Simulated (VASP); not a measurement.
# CoO (P-6m2) in VASP: a series of runs, part 2 of 2

VASP 6.6.1. The steps go on from the part before.

## 3. Phonons, PBEsol, collinear spin, ferromagnetic start

POSCAR

```
CoO
1.0
    2.8284500000      0.0000000000      0.0000000000
   -1.4142300000      2.4495100000      0.0000000000
    0.0000000000      0.0000000000      2.7217200000
Co O
1 1
Direct
    0.0000000000      0.0000000000      0.5000000000
    0.6666700000      0.3333300000      0.0000000000
```

INCAR.step1

```
PREC = Accurate
ENCUT = 600
EDIFF = 1E-8
ISMEAR = 0
SIGMA = 0.02
LREAL = F
LASPH = T
NELM = 100
ALGO = Normal
ISIF = 3
LWAVE = F
LCHARG = F
ISPIN = 2
MAGMOM = 2 0
LORBIT = 11
LMAXMIX = 4
GGA = PS
IBRION = 2
NSW = 40
EDIFFG = -0.002
```

INCAR.step2

```
PREC = Accurate
ENCUT = 600
EDIFF = 1E-8
ISMEAR = 0
SIGMA = 0.02
LREAL = F
LASPH = T
NELM = 100
ALGO = Normal
ISIF = 2
LWAVE = F
LCHARG = F
ISPIN = 2
MAGMOM = 2 0
LORBIT = 11
LMAXMIX = 4
GGA = PS
IBRION = 6
NFREE = 2
POTIM = 0.015
NSW = 1
```

KPOINTS

```
regular mesh
0
Gamma
  8 8 7
```

Potentials or basis: VASP PAW PBE potentials, release 64 (Co, O).

Run with:

```
cat potpaw_PBE.64/Co/POTCAR potpaw_PBE.64/O/POTCAR > POTCAR
cp INCAR.step1 INCAR
mpirun -np 1 vasp_std > vasp.out
cp CONTCAR POSCAR
cp INCAR.step2 INCAR
mpirun -np 1 vasp_std > vasp.out
```

OUTCAR:

```text
PREC = Accurate
   ENCUT = 600
   EDIFF = 1E-8
   ISMEAR = 0
   LREAL = F
   LASPH = T
   NELM = 100
   ISIF = 2
   ISPIN = 2
   LORBIT = 11
   GGA = PS
   IBRION = 6
   NFREE = 2
   POTIM = 0.015
   NSW = 1

 ion  position               nearest neighbor table
   1  0.000  1.000  0.500-   2 2.09   2 2.09   2 2.09   2 2.09   2 2.09   2 2.09
   2  0.667  0.333  0.000-   1 2.09   1 2.09   1 2.09   1 2.09   1 2.09   1 2.09

  LATTYP: Found a hexagonal cell.
 ALAT       =     2.7754151756
 C/A-ratio  =     0.9646658888

  Lattice vectors:

 A1 = (   2.7754151756,  -0.0000008756,   0.0000000000)
 A2 = (  -1.3877132524,   2.4035799242,   0.0000000000)
 A3 = (   0.0000000000,   0.0000000000,   2.6773483472)

[... 1254 lines left out ...]

  energy  without entropy=      -13.9314261345  energy(sigma->0) =      -13.93190346

 INTERNAL STRAIN TENSORS FROM DISPLACED ATOMS
 ============================================

 INTERNAL STRAIN TENSOR FOR ION    1 for displacements in x,y,z  (eV/Angst):
          X           Y           Z          XY          YZ          ZX
  --------------------------------------------------------------------------------
  x    -0.00001     0.00000    -0.00000     1.41110     0.00000     0.00000
  y     1.41110    -1.41110     0.00000     0.00000     0.00000     0.00000
  z     0.00000     0.00000     0.00000     0.00000    -0.00000    -0.00000

 INTERNAL STRAIN TENSOR FOR ION    2 for displacements in x,y,z  (eV/Angst):
          X           Y           Z          XY          YZ          ZX
  --------------------------------------------------------------------------------
  x     0.00001    -0.00000    -0.00000    -1.41898     0.00000     0.00000
  y    -1.41898     1.41898    -0.00000    -0.00000     0.00000     0.00000
  z     0.00000     0.00000     0.00000     0.00000     0.00000     0.00000

 Eigenvectors and eigenvalues of the dynamical matrix
 ----------------------------------------------------

   1 f  =    9.348017 THz    58.735324 2PiTHz  311.816286 cm-1    38.660275 meV
             X         Y         Z           dx          dy          dz
     -1.387707  2.403576  1.338674    -0.340389    0.311921    0.000000
      1.387713  0.801188  0.000000     0.653984   -0.599288    0.000000
[... 21 lines left out ...]
   6 f/i=    0.004159 THz     0.026133 2PiTHz    0.138735 cm-1     0.017201 meV
             X         Y         Z           dx          dy          dz
     -1.387707  2.403576  1.338674    -0.654055    0.599210   -0.000000
      1.387713  0.801188  0.000000    -0.340426    0.311881    0.000000

 ELASTIC MODULI CONTR FROM IONIC RELAXATION (kBar)
 Direction    XX          YY          ZZ          XY          YZ          ZX
 --------------------------------------------------------------------------------
 XX         -39.9472     39.9472     -0.0000      0.0001      0.0000      0.0000
 YY          39.9472    -39.9472      0.0000      0.0001     -0.0000     -0.0000
 ZZ          -0.0000      0.0000     -0.0000      0.0000      0.0000      0.0000
 XY           0.0001      0.0001      0.0000    -39.9472      0.0000      0.0000
 YZ           0.0000     -0.0000      0.0000      0.0000     -0.0000     -0.0000
 ZX           0.0000     -0.0000      0.0000      0.0000     -0.0000     -0.0000
 --------------------------------------------------------------------------------

 total charge

# of ion       s       p       d       tot
------------------------------------------
    1        0.329   0.443   7.180   7.951
    2        1.554   3.407   0.000   4.961
--------------------------------------------------
tot          1.882   3.850   7.180  12.912

 magnetization (x)

# of ion       s       p       d       tot
------------------------------------------
    1        0.005   0.007   2.519   2.531
    2        0.030   0.402   0.000   0.432
--------------------------------------------------
tot          0.035   0.409   2.519   2.963
```

OSZICAR.step1:

```text
N       E                     dE             d eps       ncg     rms          rms(c)
DAV:   1     0.897566638672E+02    0.89757E+02   -0.82629E+03  4064   0.168E+03
DAV:   2    -0.898138506267E+01   -0.98738E+02   -0.87635E+02  4144   0.297E+02
[... 95 lines left out ...]
DAV:   3    -0.139352554349E+02    0.51110E-05   -0.28249E-05  5512   0.126E-01    0.387E-02
DAV:   4    -0.139352535651E+02    0.18698E-05   -0.39549E-06  5884   0.464E-02    0.915E-03
DAV:   5    -0.139352528280E+02    0.73710E-06   -0.12194E-06  6184   0.185E-02    0.444E-03
DAV:   6    -0.139352527580E+02    0.70071E-07   -0.32386E-07  4800   0.123E-02    0.171E-03
DAV:   7    -0.139352527464E+02    0.11592E-07   -0.26164E-08  3636   0.273E-03    0.103E-03
DAV:   8    -0.139352527450E+02    0.14052E-08   -0.59663E-08  2296   0.237E-03
   8 F= -.13935253E+02 E0= -.13934775E+02  d E =-.773720E-05  mag=     3.0000
```

Wall time 5.9 min (1 thread of Intel Xeon Platinum 8375C at 2.90GHz (Ice Lake), shared host); peak memory 0.26 GiB.

What came out:

```
Relaxed volume                                          : 8.93 Å³/atom
Relaxed cell                                            : a = 2.775 Å, b = 2.775 Å, c = 2.677 Å, α = 90.00°, β = 90.00°, γ = 120.00°
Space group after relaxing (to 0.05 Å)                  : P-6m2 (No. 187)
Net moment                                              : 3.00 μB per cell
Site moments                                            : Co +2.53; O +0.43 μB
Valence electrons inside the program's atomic spheres   : Co 7.95; O 4.96
Highest phonon frequency at Γ, LO-TO splitting left out : 312 cm⁻¹
```

Step by step:
| step | energy change (eV) | largest force (eV/Å) | pressure (GPa) | volume (Å³) |
| --- | --- | --- | --- | --- |
| 1 | 0.0000 | 0.0001 | -10.71 | 18.86 |
| 2 | -0.0122 | 0.0001 | 10.08 | 17.19 |
| 3 | -0.0343 | 0.0001 | -0.13 | 17.90 |
| 4 | -0.0343 | 0.0001 | 0.10 | 17.88 |
| 5 | -0.0346 | 0.0000 | 0.14 | 17.87 |
| 6 | -0.0347 | 0.0000 | 0.18 | 17.85 |
| 7 | -0.0347 | 0.0000 | -0.20 | 17.88 |
| 8 | -0.0347 | 0.0000 | 0.01 | 17.86 |

Final structure:
```xyz
2
Lattice="2.7754 0.0000 0.0000 -1.3877 2.4036 0.0000 0.0000 0.0000 2.6773" Properties=species:S:1:pos:R:3 pbc="T T T"
Co   -1.3877    2.4036    1.3387
O     1.3877    0.8012    0.0000
```

Phonon frequencies in cm⁻¹ (negative: imaginary):
```tsv
q point	frequencies
(0.000, 0.000, 0.000)	0 0 0 271 312 312
```

Caveat: the PAW data sets were made with another functional, which shifts forces and pressure a little; a cell with one magnetic atom can't hold antiferromagnetic order, which such compounds often take.

## 4. Elastic constants, PBEsol, collinear spin, ferromagnetic start

POSCAR is that of step 3.

INCAR.step1

```
SYSTEM = CoO
PREC = Accurate
ENCUT = 600
EDIFF = 1E-8
ISMEAR = 0
SIGMA = 0.02
LREAL = .FALSE.
LASPH = .TRUE.
NELM = 150
ALGO = Normal
ISIF = 3
LWAVE = .FALSE.
LCHARG = .FALSE.
ISPIN = 2
MAGMOM = 2 0
LORBIT = 11
LMAXMIX = 4
GGA = PS
IBRION = 2
NSW = 40
EDIFFG = -0.002
```

INCAR.step2

```
SYSTEM = CoO
PREC = Accurate
ENCUT = 600
EDIFF = 1E-8
ISMEAR = 0
SIGMA = 0.02
LREAL = .FALSE.
LASPH = .TRUE.
NELM = 150
ALGO = Normal
ISIF = 3
LWAVE = .FALSE.
LCHARG = .FALSE.
ISPIN = 2
MAGMOM = 2 0
LORBIT = 11
LMAXMIX = 4
GGA = PS
IBRION = 6
NFREE = 2
POTIM = 0.015
NSW = 1
```

KPOINTS

```
Automatic mesh
0
G
  6 6 5
  0 0 0
```

Run with:

```
cat potpaw_PBE.64/Co/POTCAR potpaw_PBE.64/O/POTCAR > POTCAR
cp INCAR.step1 INCAR
mpirun -np 1 vasp_std > vasp.out
cp CONTCAR POSCAR
cp INCAR.step2 INCAR
mpirun -np 1 vasp_std > vasp.out
```

It took 6 min on 1 thread of Intel Xeon Platinum 8375C at 2.90GHz (Ice Lake), shared host; peak memory 0.21 GiB.

The run converged. Its results:

| Item | Value |
| --- | --- |
| Relaxed volume | 8.91 Å³/atom |
| Relaxed cell | a = 2.772 Å, b = 2.772 Å, c = 2.680 Å, α = 90.00°, β = 90.00°, γ = 120.00° |
| Space group after relaxing (to 0.05 Å) | P-6m2 (No. 187) |
| Net moment | 3.00 μB per cell |
| Site moments | Co +2.54; O +0.43 μB |
| Valence electrons inside the program's atomic spheres | Co 7.94; O 4.96 |
| Voigt bulk modulus | 228 GPa |
| Highest phonon frequency at Γ, LO-TO splitting left out | 323 cm⁻¹ |

Step by step:
| step | energy change (eV) | largest force (eV/Å) | pressure (GPa) | volume (Å³) |
| --- | --- | --- | --- | --- |
| 1 | 0.0000 | 0.0000 | -10.99 | 18.86 |
| 2 | -0.0132 | 0.0001 | 10.37 | 17.15 |
| 3 | -0.0362 | 0.0001 | -0.16 | 17.87 |
| 4 | -0.0362 | 0.0001 | 0.08 | 17.85 |
| 5 | -0.0368 | 0.0000 | 0.19 | 17.82 |
| 6 | -0.0369 | 0.0000 | 0.25 | 17.81 |
| 7 | -0.0369 | 0.0000 | -0.22 | 17.85 |
| 8 | -0.0369 | 0.0000 | 0.00 | 17.83 |

Final structure:
```cif
data_structure
_symmetry_space_group_name_H-M 'P 1'
_symmetry_Int_Tables_number 1
_cell_length_a 2.7716
_cell_length_b 2.7716
_cell_length_c 2.6800
_cell_angle_alpha 90.000
_cell_angle_beta 90.000
_cell_angle_gamma 120.000
_cell_volume 17.83
loop_
_atom_site_label
_atom_site_type_symbol
_atom_site_fract_x
_atom_site_fract_y
_atom_site_fract_z
_atom_site_occupancy
Co1 Co 0.00000 0.00000 0.50000 1
O1 O 0.66667 0.33333 0.00000 1
```

Phonon frequencies in cm⁻¹ (negative: imaginary):
```tsv
q point	frequencies
(0.000, 0.000, 0.000)	0 0 0 207 323 323
```

Elastic tensor in Voigt notation (GPa, in the Cartesian axes of the cell as first typed):
```
306 156 160   0   0   0
156 306 160   0   0   0
160 160 491   0   0   0
  0   0   0  -4   0   0
  0   0   0   0  -4   0
  0   0   0   0   0  75
```

Clamped-ion elastic tensor (GPa):
```
312 150 160   0   0   0
150 312 160   0   0   0
160 160 491   0   0   0
  0   0   0  -4   0   0
  0   0   0   0  -4   0
  0   0   0   0   0  81
```

Caveat: the k mesh is coarse (spacing up to 0.46 Å⁻¹), so the values aren't converged; the elastic tensor has a negative eigenvalue, so either the cell is unstable as it stands or the mesh is too thin; the PAW data sets were made with another functional, which shifts forces and pressure a little; a cell with one magnetic atom can't hold antiferromagnetic order, which such compounds often take.

## 5. Overview

```tsv
task	cell	k mesh	cutoff (eV)	ions in elastic constants	mesh quality	moment (μB)
core levels	as given	11 × 11 × 10	520	-	not flagged	3.00
phonons	relaxed	8 × 8 × 7	600	-	not flagged	3.00
elastic constants	relaxed	6 × 6 × 5	600	relaxed	coarse	3.00
```

Alike in all rows: level PBEsol; potentials or basis VASP PAW PBE potentials, release 64 (Co, O); spin collinear, ferromagnetic start; smearing gaussian 0.02 eV.

Caveats: some runs use coarse meshes; the PAW data sets were made with another functional, which shifts forces and pressure a little; a cell with one magnetic atom can't hold antiferromagnetic order, which such compounds often take; semilocal functionals often make such compounds metallic where correlation or magnetic order opens a gap, which also shifts bond lengths (some runs); the elastic tensor has a negative eigenvalue, so either the cell is unstable as it stands or the mesh is too thin (some runs).

Absolute energies hang on the potentials; compare differences alone.
